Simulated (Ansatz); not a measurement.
# SrTiO3: a hydrostatic pressure series

One table from this session's results is given with a row withheld; the runs are named, their logs left out.

Program: Ansatz 0.2.0. Level of theory: DFT PBE+U, scalar-relativistic, plane waves, PAW. These are calculated values, not measurements.

1 further run of the same task is left out (set aside as unsound or not needed).

### The system as given

Symmetry: Pm-3m, No. 221, cubic system. Conventional cell: a = 3.947 Å, b = 3.947 Å, c = 3.947 Å, α = 90.00°, β = 90.00°, γ = 90.00°. Sr (site symmetry m-3m) is surrounded by 12 O at 2.79 Å. Ti (site symmetry m-3m) is surrounded by 6 O at 1.97 Å. Around O (site symmetry 4/mmm) lie 2 Ti at 1.97 Å and 4 Sr at 2.79 Å.

Structure file:

```
Sr Ti O
1.0
     3.94713    0.00000    0.00000
     0.00000    3.94713    0.00000
     0.00000    0.00000    3.94713
Sr Ti O
1 1 3
Direct
  0.00000 0.00000 0.00000
  0.50000 0.50000 0.50000
  0.50000 0.00000 0.50000
  0.50000 0.50000 0.00000
  0.00000 0.50000 0.50000
```

It goes back to an entry of the Materials Project.

It is the result of an earlier relaxation at this level (volume 12.30 Å³/atom; gap on the mesh: 2.30 eV).

Set-up of the first run:

input.yaml

```yaml
crystal:
  lattice:
    - [3.9846436525, 0.0, 0.0]
    - [0.0, 3.9846436525, 0.0]
    - [0.0, 0.0, 3.9846436525]
  atoms:
    - { symbol: Sr, position: [0.0, 0.0, 0.0] }
    - { symbol: Ti, position: [0.5, 0.5, 0.5] }
    - { symbol: O, position: [0.5, 0.0, 0.5] }
    - { symbol: O, position: [0.5, 0.5, 0.0] }
    - { symbol: O, position: [0.0, 0.5, 0.5] }
basis:
  ecutwfc: 420
kpoints:
  mp_grid: { grid: [8, 8, 8] }
hamiltonian:
  xc: pbe
  hubbard: { sites: [{ species: Ti, l: d, u_eff: 4.0 }] }
scf:
  occupations: { method: gaussian, width: 0.02 }
output:
  forces: true
  stress: true
  eigenvalues: true
relax:
  adjacent_minimum: "off"
  f_tol: 0.008
  max_steps: 50
  cell: { stress_tol: 0.08, p_target: -3.0 }
```

Command:

```bash
> ansatz run input.yaml --threads 1 --pin off --max-ram 2560MiB --backend cpu --events-out ev --progress --plain --runs-dir out
```

Steps of the session up to this table: -3 GPa; Band edges over the zone at -3 GPa; Target pressure 3 GPa; Band edges over the zone at 3 GPa; Relaxing at 8 GPa; The gap over the whole zone at 8 GPa; Target pressure 15 GPa; The gap over the whole zone at 15 GPa; 30 GPa; Band edges over the zone at 30 GPa; Relaxing at 60 GPa; The gap over the whole zone at 60 GPa.

One table of the session follows, with a row left open; its other results are not shown here.

It belongs to the step «Volume, cell and gap against pressure». Lengths are those of the vectors of the cell that was run:

```
P (GPa)  V (Å³/atom)  a (Å)  b (Å)  c (Å)  ΔH (eV/atom)
     -3        12.53  3.972  3.972  3.972        -0.232
      0        12.30  3.947  3.947  3.947         0.000
      3        12.09  3.925  3.925  3.925         0.228
      8        11.78  3.891  3.891  3.891         0.601
     15            ?      ?      ?      ?             ?
     30        10.77  3.776  3.776  3.776         2.143
     60         9.86  3.667  3.667  3.667         4.068
```

Estimate the missing values for P (GPa) = 15.

Worked estimate for «V (Å³/atom)». A straight line through the neighbours (8, 11.78) and (30, 10.77) gives 11.78 + (10.77 − 11.78) × (15 − 8) / (30 − 8) = 11.46; a parabola fitted to 4 rows on both sides gives 11.43.

The run gave: V (Å³/atom): 11.40; a (Å): 3.849; b (Å): 3.849; c (Å): 3.849; ΔH (eV/atom): 1.107. In «V (Å³/atom)» the line misses by +0.06 and the parabola by +0.03.

ΔH is E + PV over the energy at zero pressure; a, b and c are the vectors of the computed cell.
